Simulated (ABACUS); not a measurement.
Ti:

```xyz
1
Lattice="-1.6410 1.6410 1.6410 1.6410 -1.6410 1.6410 1.6410 1.6410 -1.6410" Properties=species:S:1:pos:R:3 pbc="T T T"
Ti    0.0000    0.0000    0.0000
```

This isn't the form of Ti at room conditions, which is hcp.

Base run:

| Quantity | Value |
| --- | --- |
| Program | ABACUS 3.10.1 |
| Functional | LDA-PW92 |
| Potentials or basis | GBRV ultrasoft 1.5 LDA |
| Cutoff | 544 eV |
| Density cutoff | 4354 eV |
| Basis | plane waves |
| k mesh | 9 × 9 × 9 |
| Occupations | fermi-dirac, width 0.05 eV |
| Spin | no spin polarisation |

Its results: band gap on the k mesh none (metal or under the smearing width); pressure -10.8 GPa.

**Question.** The run is repeated on the same cell with these changes: functional from LDA-PW92 to WC; potentials or basis from GBRV ultrasoft 1.5 LDA to PseudoDojo NC SR 0.5 PBE standard; cutoff from 544 eV to 1143 eV; density cutoff from 4354 eV to 4572 eV. What comes out?

**Answer.** Band gap on the k mesh none (metal or under the smearing width); pressure -6.4 GPa.

Caveats: the potentials were made for another functional, which shifts forces and pressure (some runs).
